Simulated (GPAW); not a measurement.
Al:

```
Al
1.0
     0.00000    2.02481    2.02481
     2.02481    0.00000    2.02481
     2.02481    2.02481    0.00000
Al
1
Direct
  0.00000 0.00000 0.00000
```

* Program: GPAW 26.7.0
* Task: single point
* Functional: PBEsol
* Potentials or basis: PAW data sets generated in the run's folder for this functional
* Cutoff: 600 eV
* Basis: pw
* k mesh: 11 × 11 × 11
* Occupations: fermi-dirac, width 0.05 eV
* Spin: no spin polarisation

On this cell: pressure -1.8 GPa; band gap on the k mesh none (metal or under the smearing width).

The same run follows on a disturbed copy (cell strained at random at fixed volume):

```xyz
1
Lattice="0.0479 1.9691 2.0269 2.0433 -0.0084 2.0831 2.0406 2.0227 -0.0057" Properties=species:S:1:pos:R:3 pbc="T T T"
Al    0.0167    0.0547   -0.0153
```

**Question.** What does the disturbed cell give?

**Answer.** The energy (extrapolated to zero smearing) moves by +4.7 meV/atom; pressure -1.6 GPa; band gap on the k mesh none (metal or under the smearing width).

Stress tensor (GPa, compression positive):
```
-0.70 -0.73 -1.16
-0.73 -0.79  1.52
-1.16  1.52 -3.26
```
